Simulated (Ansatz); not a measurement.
CsBr (CsCl type, Pm-3m), PBEsol (plane waves, PAW; program Ansatz): ε∞ = 3.19, cell volume 76.34 Å³. Infrared-active transverse modes:

```
ω_TO (cm⁻¹)  oscillator strength S_xx (e²/amu)
-----------  ---------------------------------
68.9                                   0.03538
```

**Question.** Compute the static dielectric constant.

**Answer.** Each mode adds (4.921e7/V) S/ω²: 4.81. So ε0 = 8.00.

**Question.** What LO frequency does the Lyddane–Sachs–Teller relation give?

**Answer.** ω_LO = ω_TO √(ε0/ε∞) = 109 cm⁻¹.

The PBEsol relaxation kept the symmetry of its start; of distortions, only those at the zone centre were tested. Scalar-relativistic: spin–orbit coupling is off unless named, which matters more the heavier the elements.

Potentials: the later of the program's two PAW sets.
